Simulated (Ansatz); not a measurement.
# Tl (diamond type): how the settings move a single-point run

Aim: see which settings change the result for Tl (diamond type), by how much, and at what cost.

Computed with Ansatz 0.2.0 (reference: DFT, PBEsol, all-electron LAPW, scalar-relativistic, unless a step's input says otherwise).

## (1) The system as given

It takes space group Fd-3m (No. 227, cubic). The conventional cell has a = 6.515 Å, b = 6.515 Å, c = 6.515 Å, α = 90.00°, β = 90.00°, γ = 90.00°. Around Tl (site symmetry -43m) lie 4 Tl at 2.82 Å.

Structure file:

```
CELL_PARAMETERS angstrom
0.00000 3.25755 3.25755
3.25755 0.00000 3.25755
3.25755 3.25755 0.00000
ATOMIC_POSITIONS crystal
Tl 0.87500 0.87500 0.87500
Tl 0.12500 0.12500 0.12500
```

## (2) Reference

input.yaml reads:

```yaml
crystal:
  lattice:
    - [0.0, 3.2575461766, 3.2575461766]
    - [3.2575461766, 0.0, 3.2575461766]
    - [3.2575461766, 3.2575461766, 0.0]
  atoms:
    - { symbol: Tl, position: [-0.125, -0.125, -0.125] }
    - { symbol: Tl, position: [0.125, 0.125, 0.125] }
kpoints:
  mp_grid: { grid: [10, 10, 10] }
scf:
  occupations: { method: fermi_dirac, width: 0.1 }
hamiltonian:
  xc: pbesol
  pseudopotentials: { kind: all_electron, lapw: { basis_error: 0.001 } }
output:
  forces: true
  stress: true
  eigenvalues: true
  populations: true
```

Command:

```console
$ ansatz run input.yaml --threads 1 --pin off --max-ram 2048MiB --backend cpu --events-out ev --progress --plain --runs-dir out
```

## (3) Changed: n_extra_bands 1, xc revpbe, accuracy low

Changes to input.yaml since step 2:

```diff
@@ -12,4 +12,5 @@
   occupations: { method: fermi_dirac, width: 0.1 }
+  n_extra_bands: 1
 hamiltonian:
-  xc: pbesol
+  xc: revpbe
   pseudopotentials: { kind: all_electron, lapw: { basis_error: 0.001 } }
@@ -20 +21,2 @@
   populations: true
+accuracy: low
```

What does the calculation give? Wanted: for each run, ending; energy change; pressure; gap; force.

**Answer**, as computed:

```csv
run,ending,energy change,pressure (GPa),gap (eV),force (eV/Å),cycles,time
reference,converged,-,4.8,0.00,0.00,7,37 s
"1: n_extra_bands 1, xc revpbe, accuracy low",converged,not comparable,8.7,0.00,0.00,7,36 s
```

Residual by cycle in the longest SCF loop of each run; runs are numbered as in the table. The quantity is the density residual dr2, in eV.

```csv
cycle,reference,run 1
1,0.0335,0.0291
2,0.0117,0.0132
3,0.0011,0.0019
4,2.3e-4,4.9e-4
5,4.2e-5,9.8e-5
6,1.4e-6,3.5e-6
7,1.8e-8,3.7e-8
```

**Reading.** Total energies don't compare across a change of functional; the pressure goes from 4.8 to 8.7 GPa. The accuracy level changed too.
